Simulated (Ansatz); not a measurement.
## HgS: pressure and energy less free atoms against volume per atom

Periodic Kohn-Sham DFT of a crystal at fixed atoms; pressure and stress are positive in compression; the energy is the free energy less that of spherical unpolarised free atoms; site moments are those in the method's own spheres, positive along +z. The results are calculated, by Ansatz 0.2.0.

Cell of the first row (space group F-43m, No. 216):
```
HgS
1.0
      0.0000     2.8697     2.8697
      2.8697     0.0000     2.8697
      2.8697     2.8697     0.0000
Hg S
1 1
Direct
  0.00000 0.00000 0.00000
  0.75000 0.75000 0.75000
```

Settings of every row: method all-electron LAPW; functional PBE; relativity scalar; k mesh 8x8x8; filling fermi-dirac; smearing width 0.02 eV; basis error target 1 meV/atom; nucleus gaussian.

Atom start moment: 0 on all atoms.

Limits: no spin-orbit coupling on heavy atoms.

```
row  volume per atom (Å³)  pressure (GPa)  energy less free atoms (eV/atom)
  1                23.633            8.95                           -2.2036
  2                24.625           5.516                            -2.248
  3                25.128           4.046                           -2.2629
  4                25.631            2.73                           -2.2735
  5                26.636               ?                                 ?
```

Question: what pressure and energy less free atoms should row 5 give?

Worked fit of pressure. Take u = (V_r/V)^(2/3) − 1 with V_r = 24.877 Å³ an atom, which is twice the finite (Eulerian) strain; such expansions in the strain, on which the Birch-Murnaghan equation of state is built, carry the rest volume and the bulk modulus. The shown rows have u = 0.03479, 0.00681, -0.00667, -0.01971. Least squares give pressure = 4.7584 + 109.242 × u + 322.9 × u² GPa; a straight line predicts inner rows, each left out in turn, worse (root mean square 0.15 against 0.0038 GPa). The rows lie off it by 0.000, -0.001, 0.002, -0.001. The withheld row has u = -0.04452, so the fit gives 4.7584 + 109.242 × (-0.04452) + 322.9 × (-0.04452)² = 0.535 GPa.

The calculation gave 0.498 GPa. The fit lies 0.037 GPa (7.4 % of the value, 0.44 % of the column's range) above it; its largest miss of a shown row is 0.002 GPa. This row lies beyond the range of the fit.

Worked fit of energy less free atoms. Take u = (V_r/V)^(2/3) − 1 with V_r = 24.877 Å³ an atom, which is twice the finite (Eulerian) strain; such expansions in the strain, on which the Birch-Murnaghan equation of state is built, carry the rest volume and the bulk modulus. The shown rows have u = 0.03479, 0.00681, -0.00667, -0.01971. Least squares give energy less free atoms = −2.25605 + 1.1097 × u + 11.437 × u² eV/atom; a straight line predicts inner rows, each left out in turn, worse (root mean square 0.0052 against 9.4e-05 eV/atom). All shown rows lie on it to the printed digit. The withheld row has u = -0.04452, so the fit gives −2.25605 + 1.1097 × (-0.04452) + 11.437 × (-0.04452)² = -2.2828 eV/atom.

The calculation gave -2.2834 eV/atom. The fit lies 0.0006 eV/atom (0.75 % of the column's range) above it; its largest miss of a shown row is 0.0000 eV/atom. This row lies beyond the range of the fit.
